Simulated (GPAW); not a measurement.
Runs of GPAW 26.7.0 on Ge. It takes space group I4_1/amd (No. 141, tetragonal). The conventional cell has a = 5.149 Å, b = 5.149 Å, c = 2.795 Å, α = 90.00°, β = 90.00°, γ = 90.00°. Ge (site symmetry -4m2) has 6 Ge at 2.67 to 2.79 Å as nearest neighbours. This isn't the form of Ge at room conditions, which is diamond.

```csv
task,level,potentials or basis,spin,cell,k mesh,band path,band points,spin axis theta (degrees),spin axis phi (degrees),soc after scf,gap on the mesh (eV),pressure (GPa)
single point,PBE,"GPAW PAW data sets (gpaw-data 1.2.1), pw",off,as given,11 × 11 × 11,-,-,-,-,-,none,3.1
band structure,PBEsol,"PAW data sets generated in the run's folder for this functional, pw","SOC, no magnetisation",as given,8 × 8 × 8,"GXMGZPNZ1M,XP",60,0,0,second variation,-,(a)
relaxation of cell and atoms,LDA,"the program's PAW data sets (release 1.2.1) made for this functional, pw",off,relaxed,11 × 11 × 11,-,-,-,-,-,none,0.1
relaxation of cell and atoms,PBEsol,"PAW data sets generated in the run's folder for this functional, pw",off,relaxed to -1 GPa,11 × 11 × 11,-,-,-,-,-,none,-1.0
band structure,PBEsol,"PAW data sets generated in the run's folder for this functional, pw",off,as given,11 × 11 × 11,"GXMGZPNZ1M,XP",80,-,-,-,-,-0.7
single point,PBE,"GPAW PAW data sets (gpaw-data 1.2.1), pw",off,"atoms moved at random, drawn with an rms of 0.05 Å",11 × 11 × 11,-,-,-,-,-,none,3.1
```

Alike in all rows: cutoff (eV) 600; smearing fermi-dirac 0.05 eV.

Estimate the missing entries.

(a) -0.9.

Caveats: later steps reuse the first step's grids (some runs); spin-orbit coupling was added after a scalar SCF, so levels and gaps hold it while energy, forces, pressure and moments don't (some runs); this program's spin-orbit splittings come out too wide for heavy elements (some runs).

A k mesh can miss the band edges, and rows without SOC leave out spin-orbit coupling on Ge.

A gap of «none» marks a metal or a gap under the smearing width.
